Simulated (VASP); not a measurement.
The system is RuS2.

```
CELL_PARAMETERS angstrom
3.52118 0.00000 0.00000
-1.76059 3.04943 0.00000
0.00000 0.00000 5.68039
ATOMIC_POSITIONS crystal
Ru 0.00000 0.00000 0.00000
S 0.33333 0.66667 0.25200
S 0.66667 0.33333 0.74800
```

The cell comes from a database or a generator and needn't be the stable form of this composition.

Base run:

```yaml
Program: VASP 6.6.1
Functional: PBEsol
Potentials_or_basis: VASP PAW PBE potentials, release 64 (Ru_pv, S)
Cutoff: 520 eV
k_mesh: 6 × 6 × 4
Occupations: gaussian, width 0.05 eV
Spin: collinear spin, ferromagnetic start
Starting_moments: "[1.0, 0.0, 0.0] μB"
Hubbard_terms: Ru d U = 3 eV
```

Its results: pressure -13.1 GPa; site moments Ru +1.61; S +0.09 μB; largest force 1.384 eV/Å.

The run is repeated on the same cell with these changes: fixed moment from none to 4 μB. What comes out?

Pressure -2.7 GPa; site moments Ru +2.93; S +0.29 μB; largest force 0.017 eV/Å.

Caveats: the PAW data sets were made with another functional, which shifts forces and pressure a little; the moment is held away from its start (some runs); the total moment is fixed, so each spin has its own Fermi level (some runs).
